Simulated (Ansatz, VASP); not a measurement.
**HfO2: VASP beside Ansatz**

Wanted: the spread between two codes on one cell, functional and k mesh. The cell is taken from a series of runs on this material, whose earlier steps may have relaxed, scaled, displaced or heated it; both programs get it as it stands.

Main program and level: Ansatz 0.2.0; plane waves, with VASP 6.6.1 beside it; single point at PBEsol.

**1. The structure**

It takes space group P2_1/c (No. 14, monoclinic). The conventional cell has a = 5.118 Å, b = 5.186 Å, c = 5.284 Å, α = 90.00°, β = 99.35°, γ = 90.00°. Hf has 7 O at 2.03 to 2.27 Å nearest. Nearest to O lie 3 Hf at 2.03 to 2.12 Å. Nearest to O lie 4 Hf at 2.13 to 2.27 Å. Farther neighbours and most contacts between anions are not listed.

**2. Ansatz: single point, PBEsol**

Ansatz runs on its PAW soft_1 files.

A single point gives forces, pressure and levels at one fixed geometry, so differences don't come from the geometry; what else differs is listed under the comparison.

input.yaml reads:

```yaml
crystal:
  lattice:
    - [5.118, 0.0, 0.0]
    - [0.0, 5.1857, 0.0]
    - [-0.8586630598, 0.0, 5.2138671406]
  atoms:
    - { symbol: Hf, position: [0.2747687365, 0.4559535028, 0.7080300575] }
    - { symbol: Hf, position: [0.7252312635, 0.9559535028, 0.7919699425] }
    - { symbol: Hf, position: [0.7252312635, 0.5440464972, 0.2919699425] }
    - { symbol: Hf, position: [0.2747687365, 0.0440464972, 0.2080300575] }
    - { symbol: O, position: [0.0662549216, 0.1726838769, 0.8504869052] }
    - { symbol: O, position: [0.9337450784, 0.6726838769, 0.6495130948] }
    - { symbol: O, position: [0.9337450784, 0.8273161231, 0.1495130948] }
    - { symbol: O, position: [0.0662549216, 0.3273161231, 0.3504869052] }
    - { symbol: O, position: [0.4518124945, 0.7427306793, 0.9743228737] }
    - { symbol: O, position: [0.5481875055, 0.2427306793, 0.5256771263] }
    - { symbol: O, position: [0.5481875055, 0.2572693207, 0.0256771263] }
    - { symbol: O, position: [0.4518124945, 0.7572693207, 0.4743228737] }
kpoints:
  mp_grid: { grid: [4, 4, 4] }
scf:
  occupations: { method: fixed }
hamiltonian:
  xc: pbesol
  pseudopotentials:
    kind: paw
    frozen_core: stored
    azcp: { folder: soft_1 }
    xc_functional: pbe
output:
  forces: false
  stress: false
  efg: { quadrupole_moments_barn: { Hf: 3.365, O: -0.02558 } }
  write_density: true
  write_potential: true
  elf: true
  volumetric_format: npy
```

Started as:

```
$ ansatz run input.yaml --threads 4 --pin off --max-ram 8192MiB --backend cpu --events-out ev --progress --plain --runs-dir out
```

Numbers of over 12 decimals in the logs are rounded to 6 here.

The program printed:

```text
Hf: output.efg is read without spin–orbit coupling, which moves field gradients at and beside such atoms by some per cent and up to a factor of two; PAW files take it under magnetization.noncollinear and magnetization.spin_orbit
Engine: ansatz 0.2.0, aarch64-unknown-linux-gnu
Pseudopotentials: kind: paw
Pseudopotential: Hf, paw, valence charge 26, recommended cutoff 420 eV (normal), soft_1/Hf.paw.azcp
Pseudopotential: O, paw, valence charge 6, recommended cutoff 420 eV (normal), soft_1/O.paw.azcp
Functional definition: PBEsol
  exchange = pbesol_x
  correlation = pbesol_c
Crystal: 12 atoms, lattice volume = 138.378 Å³
Basis set: ecut = 420 eV, 2699 PW (Γ)
Bands: 92, of which v1, the nominal top of the filled ones, is band 76 counted from 1 (75 counted from 0)
Symmetry: 4 space group operations
Space group: P21/c (ITA 14), of the structure as read, at distance tolerance 5.2e-5 Å
k-points: 30 of 64
Non-local potential: Hf, projectors of the file, l = 0: 3, l = 1: 2, l = 2: 2, l = 3: 3
Non-local potential: O, projectors of the file, l = 0: 2, l = 1: 2, l = 2: 1
PAW form: soft (Blöchl's): semilocal exchange-correlation on the pseudo side does not see the compensation charge
PAW frozen core: Hf, as the file was generated: the input asks for it (`frozen_core: stored`)
PAW frozen core: O, as the file was generated: the input asks for it (`frozen_core: stored`)
PAW one-centre angular grid: Hf, 590 points (default); XC on 64 Gauss nodes
PAW one-centre angular grid: O, 110 points (default); XC on 64 Gauss nodes
Initial density: superposition of atomic densities (chi_scale 0.1, normalization cell, long waves kept (reshape's long-wave potential 0.02 eV rms))
Initial wavefunctions: pseudopotential atomic-orbital guess
Functional: x = pbesol(κ = 0.804, μ = 0.123457), c = pbesol(β = 0.046)
SCF iter   1: F=—  HF=-66907.212460 eV  |F-HF|=—  |Δ(HF+E_count)|=         —  Δρ=9.26e-2  dr2=9.68e0  ethr=3.10e-3  ⟨swp⟩=4.1  Hψ=7755  notcnv=0  defer=352
preconditioner: auto → Resta (q_TF=auto, 2.771 Å⁻¹)  ε∞=4.9  [insulator: Δε(μ)=3.125 eV  Ē_g=19.171 eV  n_scr=52 (ndim 8)  ℏωp=37.9 eV  f_vac=0.009  ε∞_Penn≈4.9]
SCF iter   2: F=—  HF=-66904.994024 eV  |F-HF|=—  |Δ(HF+E_count)|=    2.22e0  Δρ=4.15e-2  dr2=2.25e0  ethr=3.10e-3  ⟨swp⟩=2.0  Hψ=5510  notcnv=0  defer=331
SCF iter   3: F=—  HF=-66904.361627 eV  |F-HF|=—  |Δ(HF+E_count)|=   6.32e-1  Δρ=2.20e-2  dr2=6.70e-1  ethr=1.48e-3  ⟨swp⟩=2.0  Hψ=4222  notcnv=0  defer=413
SCF iter   4: F=—  HF=-66904.203510 eV  |F-HF|=—  |Δ(HF+E_count)|=   1.58e-1  Δρ=8.04e-3  dr2=6.38e-2  ethr=4.41e-4  ⟨swp⟩=2.6  Hψ=4830  notcnv=0  defer=415
SCF iter   5: F=—  HF=-66904.232369 eV  |F-HF|=—  |Δ(HF+E_count)|=   2.89e-2  Δρ=3.69e-3  dr2=2.17e-2  ethr=4.20e-5  ⟨swp⟩=2.0  Hψ=4406  notcnv=0  defer=420
SCF iter   6: F=—  HF=-66904.222010 eV  |F-HF|=—  |Δ(HF+E_count)|=   1.04e-2  Δρ=8.37e-4  dr2=1.00e-3  ethr=1.43e-5  ⟨swp⟩=2.0  Hψ=4839  notcnv=0  defer=418
SCF iter   7: F=—  HF=-66904.223452 eV  |F-HF|=—  |Δ(HF+E_count)|=   1.44e-3  Δρ=5.09e-4  dr2=3.31e-4  ethr=6.58e-7  ⟨swp⟩=2.0  Hψ=4834  notcnv=0  defer=420
SCF iter   8: F=—  HF=-66904.223552 eV  |F-HF|=—  |Δ(HF+E_count)|=   1.01e-4  Δρ=3.87e-4  dr2=1.58e-4  ethr=2.17e-7  ⟨swp⟩=2.0  Hψ=4243  notcnv=0  defer=321
SCF iter   9: F=—  HF=-66904.223516 eV  |F-HF|=—  |Δ(HF+E_count)|=   3.60e-5  Δρ=5.92e-5  dr2=4.22e-6  ethr=1.04e-7  ⟨swp⟩=2.0  Hψ=4245  notcnv=0  defer=315
SCF iter  10: F=—  HF=-66904.223522 eV  |F-HF|=—  |Δ(HF+E_count)|=   6.39e-6  Δρ=1.09e-5  dr2=1.66e-7  ethr=2.78e-9  ⟨swp⟩=2.0  Hψ=4944  notcnv=0  defer=315
SCF iter  11: F=-66904.223523 eV  HF=-66904.223523 eV  |F-HF|=9.84e-9  |Δ(HF+E_count)|=   1.43e-7  Δρ=3.42e-6  dr2=1.71e-8  ethr=6.58e-11  ⟨swp⟩=10.4  Hψ=10253  notcnv=0
SCF 1 converged in 11 iterations: F = -66904.223523 eV  dr2 = 1.71e-8
  greatest PAW one-centre occupation: 0.999 electrons in one spin orbital (limit 2), on the Hf atom at site 3 (counted from 0), in its partial waves of l = 0
SCF converged after 11 iterations
Free energy (F): -66904.223523 eV
Harris-Foulkes:  -66904.223523 eV  (|F-HF|=9.84e-9)
Internal energy: -66904.223523 eV  (E = F + TS)
E sigma→0 (E₀):  -66904.223523 eV
Fermi energy:    12.795770 eV
--- Per-component energies (eV) ---
  E_band       = -181.588334
  E_kinetic    = 2969.982173
  E_local      = -29581.448697  (includes V_loc(G=0)·N_el)
  E_nonlocal   = 676.197027
  E_hartree    = 14057.245889
  E_xc         = -1623.102561
  E_vxc        = -1743.504423  (∫ρ·V_xc dr)
  E_paw        = -31574.424970  (= ΣΔE_a)
  E_vpaw       = -617.315413  (= ΣTr[D̂ρ^β])
  E_aug_tail   = 0.006415  (compensation charges beyond the density's cutoff)
  E_ewald      = -21828.678799
  E_smearing   = -0.000000  (= −TS)
  E_closure    = -0.000000  (closes the sum)
  Σ components = -66904.223523   (vs F -66904.223523, Δ=0.00e0)
--- PAW observables at the nuclei: V_zz in 10²¹ V/m², potentials from the cell's mean, atoms counted from 1 ---
  atom   1  Hf V_zz =   +12.441536   η = 0.0498   by run symmetry: allowed   C_q = +1012.3098 MHz
            electrostatic potential = -14184.139613 V   contact ρ = none
  atom   2  Hf V_zz =   +12.441536   η = 0.0498   by run symmetry: allowed   C_q = +1012.3098 MHz
            electrostatic potential = -14184.139613 V   contact ρ = none
  atom   3  Hf V_zz =   +12.441536   η = 0.0498   by run symmetry: allowed   C_q = +1012.3098 MHz
            electrostatic potential = -14184.139613 V   contact ρ = none
  atom   4  Hf V_zz =   +12.441536   η = 0.0498   by run symmetry: allowed   C_q = +1012.3098 MHz
            electrostatic potential = -14184.139613 V   contact ρ = none
  atom   5  O  V_zz =    +1.169268   η = 0.6263   by run symmetry: allowed   C_q = -0.7232 MHz
            electrostatic potential = -629.845135 V   contact ρ = none
  atom   6  O  V_zz =    +1.169268   η = 0.6263   by run symmetry: allowed   C_q = -0.7232 MHz
            electrostatic potential = -629.845135 V   contact ρ = none
  atom   7  O  V_zz =    +1.169268   η = 0.6263   by run symmetry: allowed   C_q = -0.7232 MHz
            electrostatic potential = -629.845135 V   contact ρ = none
  atom   8  O  V_zz =    +1.169268   η = 0.6263   by run symmetry: allowed   C_q = -0.7232 MHz
            electrostatic potential = -629.845135 V   contact ρ = none
  atom   9  O  V_zz =    +1.201697   η = 0.7413   by run symmetry: allowed   C_q = -0.7433 MHz
            electrostatic potential = -629.405290 V   contact ρ = none
  atom  10  O  V_zz =    +1.201697   η = 0.7413   by run symmetry: allowed   C_q = -0.7433 MHz
            electrostatic potential = -629.405290 V   contact ρ = none
  atom  11  O  V_zz =    +1.201697   η = 0.7413   by run symmetry: allowed   C_q = -0.7433 MHz
            electrostatic potential = -629.405290 V   contact ρ = none
  atom  12  O  V_zz =    +1.201697   η = 0.7413   by run symmetry: allowed   C_q = -0.7433 MHz
            electrostatic potential = -629.405290 V   contact ρ = none
--- Band table (eV; the first three rows and the last of 30) ---
  k-point 0: bands = [... 72 lower, 12.2397, 12.3413, 12.6425, 12.7958, 17.3541, 17.8125, 17.9893, 18.3972, ... 12 higher]
  k-point 1: bands = [... 72 lower, 11.9991, 12.1981, 12.4415, 12.5459, 17.4435, 17.7490, 17.8485, 18.3389, ... 12 higher]
  k-point 2: bands = [... 72 lower, 12.0125, 12.0125, 12.2854, 12.2854, 17.6069, 17.6069, 17.9953, 17.9953, ... 12 higher]
  k-point 29: bands = [... 72 lower, 11.7924, 11.7924, 12.0670, 12.0670, 17.3250, 17.3250, 18.0595, 18.0595, ... 12 higher]
```

**3. VASP: single point, PBEsol**

The same cell, functional and mesh now go to VASP, with its own data sets.

Lines of VASP's logs that name or quote its potential files are left out, and so is its time.

INCAR reads:

```
SYSTEM = HfO2
PREC = Accurate
ENCUT = 520
EDIFF = 1E-06
NELM = 120
ISMEAR = 0
SIGMA = 0.01
LREAL = .FALSE.
ALGO = Normal
GGA = PS
NBANDS = 56
LASPH = .TRUE.
LORBIT = 11
LWAVE = .FALSE.
LCHARG = .FALSE.
ISIF = 2
GGA_COMPAT = .FALSE.
EFERMI = MIDGAP
KPAR = 2
```

POSCAR reads:

```
HfO2
1.0
    5.1180000000      0.0000000000      0.0000000000
    0.0000000000      5.1857000000      0.0000000000
   -0.8586630598      0.0000000000      5.2138671406
Hf O
4 8
Direct
    0.2747687365      0.4559535028      0.7080300575
    0.7252312635      0.9559535028      0.7919699425
    0.7252312635      0.5440464972      0.2919699425
    0.2747687365      0.0440464972      0.2080300575
    0.0662549216      0.1726838769      0.8504869052
    0.9337450784      0.6726838769      0.6495130948
    0.9337450784      0.8273161231      0.1495130948
    0.0662549216      0.3273161231      0.3504869052
    0.4518124945      0.7427306793      0.9743228737
    0.5481875055      0.2427306793      0.5256771263
    0.5481875055      0.2572693207      0.0256771263
    0.4518124945      0.7572693207      0.4743228737
```

KPOINTS reads:

```
Automatic mesh
0
Gamma
4 4 4
0 0 0
```

Potentials, in the order of the species: Hf_pv and O (PBE family, release 64).

Started as:

```
$ mpirun -np 2 vasp_std
```

The program printed:

```text
[banner, memory and clock lines left out]
running    2 mpi-ranks, on    1 nodes
 distrk:  each k-point on    1 cores,    2 groups
 distr:  one band on    1 cores,    1 groups

 POSCAR found type information on POSCAR HfO
 POSCAR found :  2 types and      12 ions
|                                                                             |
|               ----> ADVICE to this user running VASP <----                  |
|                                                                             |
|     You enforced a specific xc type in the INCAR file but a different       |
|     [... a line on the potential file left out ...]
|     I HOPE YOU KNOW WHAT YOU ARE DOING!                                     |
|                                                                             |

 LDA part: xc-table for (Slater+PW92), standard interpolation
 POSCAR, INCAR and KPOINTS ok, starting setup
 FFT: planning ... GRIDC
 FFT: planning ... GRID_SOFT
 FFT: planning ... GRID
 WAVECAR not read
 entering main loop
       N       E                     dE             d eps       ncg     rms          rms(c)
DAV:   1     0.557618401771E+03    0.55762E+03   -0.50195E+04  3360   0.157E+03
DAV:   2    -0.111042948914E+03   -0.66866E+03   -0.64721E+03  4216   0.404E+02
DAV:   3    -0.146514795574E+03   -0.35472E+02   -0.35316E+02  3920   0.843E+01
DAV:   4    -0.146997873800E+03   -0.48308E+00   -0.48211E+00  4240   0.107E+01
DAV:   5    -0.147005251832E+03   -0.73780E-02   -0.73752E-02  3992   0.124E+00    0.111E+02
DAV:   6    -0.127815285450E+03    0.19190E+02   -0.99407E+01  3760   0.395E+01    0.916E+01
DAV:   7    -0.127412858701E+03    0.40243E+00   -0.55191E+00  4112   0.114E+01    0.501E+01
DAV:   8    -0.127368359932E+03    0.44499E-01   -0.42600E-01  3944   0.358E+00    0.940E+00
DAV:   9    -0.127332416502E+03    0.35943E-01   -0.15226E-01  3808   0.203E+00    0.436E+00
DAV:  10    -0.127330781086E+03    0.16354E-02   -0.16336E-02  4152   0.606E-01    0.268E-01
DAV:  11    -0.127330749824E+03    0.31262E-04   -0.16799E-03  4064   0.229E-01    0.271E-01
DAV:  12    -0.127330871982E+03   -0.12216E-03   -0.44023E-04  3888   0.971E-02    0.234E-01
DAV:  13    -0.127330850940E+03    0.21042E-04   -0.12071E-04  4000   0.473E-02    0.732E-02
DAV:  14    -0.127330852658E+03   -0.17179E-05   -0.11869E-05  4320   0.180E-02    0.395E-02
DAV:  15    -0.127330853638E+03   -0.98063E-06   -0.18440E-06  2720   0.645E-03
   1 F= -.12733085E+03 E0= -.12733085E+03  d E =0.000000E+00
```

(Part 1 of 2 ends here.)

[Lines on the potential files, build, host, timing and source positions are cut from VASP's logs without a mark.]

[Logs are printed without paths, hosts, clocks, repeated set-up lines and the standing remarks that a program may print on its own settings, such as how far it seeks lower states.]

[Hosts, paths, dates, database ids (printed as entryN), source tags and the programs' standing remarks are cut or masked in the printed files.]
